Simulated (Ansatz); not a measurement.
# Si: the cost of one run

Computed with Ansatz 0.2.0 (DFT PBE, scalar-relativistic, plane waves, PAW, unless a step's input says otherwise).

2 further runs of the same task are left out: 2 set aside as unsound or not needed.

## (1) The structure to begin with

Symmetry: P6_3/mmc, No. 194, hexagonal system. Conventional cell: a = 3.851 Å, b = 3.851 Å, c = 6.365 Å, α = 90.00°, β = 90.00°, γ = 120.00°. Around Si (site symmetry 3m) lie 4 Si at 2.36 to 2.38 Å.

Structure file:

```xyz
4
Lattice="3.8513 0.0000 0.0000 -1.9256 3.3353 0.0000 0.0000 0.0000 6.3650" Properties=species:S:1:pos:R:3 pbc="T T T"
Si    0.0000    2.2235    0.4006
Si    1.9256    1.1118    3.5831
Si    0.0000    2.2235    2.7820
Si    1.9256    1.1118    5.9645
```

It goes back to an entry of the Materials Project, which need not be the stable form.

It is the result of an earlier relaxation at this level (volume 20.44 Å³/atom; gap on the mesh: 0.45 eV).

The host's static dielectric tensor, from an earlier linear-response run, has a mean of 12.98.

## (2) The perfect supercell

input.yaml

```yaml
crystal:
  lattice:
    - [5.7769209523, -10.0059206006, 0.0]
    - [-11.5538419045, -1.0e-10, 0.0]
    - [0.0, 0.0, -12.7300454549]
  atoms:
    - { symbol: Si, position: [0.4444444444, 0.5555555556, 0.4685345299] }
    - { symbol: Si, position: [0.4444444444, 0.5555555556, 0.9685345299] }
    - { symbol: Si, position: [0.1111111111, 0.5555555556, 0.4685345299] }
    - { symbol: Si, position: [0.1111111111, 0.5555555556, 0.9685345299] }
    - { symbol: Si, position: [0.7777777778, 0.5555555556, 0.4685345299] }
    - { symbol: Si, position: [0.7777777778, 0.5555555556, 0.9685345299] }
    - { symbol: Si, position: [0.4444444444, 0.2222222222, 0.4685345299] }
    - { symbol: Si, position: [0.4444444444, 0.2222222222, 0.9685345299] }
    - { symbol: Si, position: [0.1111111111, 0.2222222222, 0.4685345299] }
    - { symbol: Si, position: [0.1111111111, 0.2222222222, 0.9685345299] }
    - { symbol: Si, position: [0.7777777778, 0.2222222222, 0.4685345299] }
    - { symbol: Si, position: [0.7777777778, 0.2222222222, 0.9685345299] }
    - { symbol: Si, position: [0.4444444444, 0.8888888889, 0.4685345299] }
    - { symbol: Si, position: [0.4444444444, 0.8888888889, 0.9685345299] }
    - { symbol: Si, position: [0.1111111111, 0.8888888889, 0.4685345299] }
    - { symbol: Si, position: [0.1111111111, 0.8888888889, 0.9685345299] }
    - { symbol: Si, position: [0.7777777778, 0.8888888889, 0.4685345299] }
    - { symbol: Si, position: [0.7777777778, 0.8888888889, 0.9685345299] }
    - { symbol: Si, position: [0.5555555556, 0.4444444444, 0.2185345299] }
    - { symbol: Si, position: [0.5555555556, 0.4444444444, 0.7185345299] }
    - { symbol: Si, position: [0.2222222222, 0.4444444444, 0.2185345299] }
    - { symbol: Si, position: [0.2222222222, 0.4444444444, 0.7185345299] }
    - { symbol: Si, position: [0.8888888889, 0.4444444444, 0.2185345299] }
    - { symbol: Si, position: [0.8888888889, 0.4444444444, 0.7185345299] }
    - { symbol: Si, position: [0.5555555556, 0.1111111111, 0.2185345299] }
    - { symbol: Si, position: [0.5555555556, 0.1111111111, 0.7185345299] }
    - { symbol: Si, position: [0.2222222222, 0.1111111111, 0.2185345299] }
    - { symbol: Si, position: [0.2222222222, 0.1111111111, 0.7185345299] }
    - { symbol: Si, position: [0.8888888889, 0.1111111111, 0.2185345299] }
    - { symbol: Si, position: [0.8888888889, 0.1111111111, 0.7185345299] }
    - { symbol: Si, position: [0.5555555556, 0.7777777778, 0.2185345299] }
    - { symbol: Si, position: [0.5555555556, 0.7777777778, 0.7185345299] }
    - { symbol: Si, position: [0.2222222222, 0.7777777778, 0.2185345299] }
    - { symbol: Si, position: [0.2222222222, 0.7777777778, 0.7185345299] }
    - { symbol: Si, position: [0.8888888889, 0.7777777778, 0.2185345299] }
    - { symbol: Si, position: [0.8888888889, 0.7777777778, 0.7185345299] }
    - { symbol: Si, position: [0.4444444444, 0.5555555556, 0.2814654701] }
    - { symbol: Si, position: [0.4444444444, 0.5555555556, 0.7814654701] }
    - { symbol: Si, position: [0.1111111111, 0.5555555556, 0.2814654701] }
    - { symbol: Si, position: [0.1111111111, 0.5555555556, 0.7814654701] }
    - { symbol: Si, position: [0.7777777778, 0.5555555556, 0.2814654701] }
    - { symbol: Si, position: [0.7777777778, 0.5555555556, 0.7814654701] }
    - { symbol: Si, position: [0.4444444444, 0.2222222222, 0.2814654701] }
    - { symbol: Si, position: [0.4444444444, 0.2222222222, 0.7814654701] }
    - { symbol: Si, position: [0.1111111111, 0.2222222222, 0.2814654701] }
    - { symbol: Si, position: [0.1111111111, 0.2222222222, 0.7814654701] }
    - { symbol: Si, position: [0.7777777778, 0.2222222222, 0.2814654701] }
    - { symbol: Si, position: [0.7777777778, 0.2222222222, 0.7814654701] }
    - { symbol: Si, position: [0.4444444444, 0.8888888889, 0.2814654701] }
    - { symbol: Si, position: [0.4444444444, 0.8888888889, 0.7814654701] }
    - { symbol: Si, position: [0.1111111111, 0.8888888889, 0.2814654701] }
    - { symbol: Si, position: [0.1111111111, 0.8888888889, 0.7814654701] }
    - { symbol: Si, position: [0.7777777778, 0.8888888889, 0.2814654701] }
    - { symbol: Si, position: [0.7777777778, 0.8888888889, 0.7814654701] }
    - { symbol: Si, position: [0.5555555556, 0.4444444444, 0.0314654701] }
    - { symbol: Si, position: [0.5555555556, 0.4444444444, 0.5314654701] }
    - { symbol: Si, position: [0.2222222222, 0.4444444444, 0.0314654701] }
    - { symbol: Si, position: [0.2222222222, 0.4444444444, 0.5314654701] }
    - { symbol: Si, position: [0.8888888889, 0.4444444444, 0.0314654701] }
    - { symbol: Si, position: [0.8888888889, 0.4444444444, 0.5314654701] }
    - { symbol: Si, position: [0.5555555556, 0.1111111111, 0.0314654701] }
    - { symbol: Si, position: [0.5555555556, 0.1111111111, 0.5314654701] }
    - { symbol: Si, position: [0.2222222222, 0.1111111111, 0.0314654701] }
    - { symbol: Si, position: [0.2222222222, 0.1111111111, 0.5314654701] }
    - { symbol: Si, position: [0.8888888889, 0.1111111111, 0.0314654701] }
    - { symbol: Si, position: [0.8888888889, 0.1111111111, 0.5314654701] }
    - { symbol: Si, position: [0.5555555556, 0.7777777778, 0.0314654701] }
    - { symbol: Si, position: [0.5555555556, 0.7777777778, 0.5314654701] }
    - { symbol: Si, position: [0.2222222222, 0.7777777778, 0.0314654701] }
    - { symbol: Si, position: [0.2222222222, 0.7777777778, 0.5314654701] }
    - { symbol: Si, position: [0.8888888889, 0.7777777778, 0.0314654701] }
    - { symbol: Si, position: [0.8888888889, 0.7777777778, 0.5314654701] }
basis:
  ecutwfc: 420
  xc_grid: 2
kpoints:
  mp_grid: { grid: [1, 1, 1], shift: [0.0, 0.0, 0.0] }
hamiltonian:
  xc: pbe
scf:
  occupations: { method: gaussian, width: 0.02 }
output:
  forces: true
  stress: true
  eigenvalues: true
```

Launch:

```sh
$ ansatz run input.yaml --threads 4 --pin off --max-ram 8192MiB --backend cpu --events-out ev --progress --plain --runs-dir out
```

Q: Estimate wall time and peak memory on 4 threads of Arm Neoverse V1, shared host.

About 6.6 s, with a peak of 1.3 GiB.
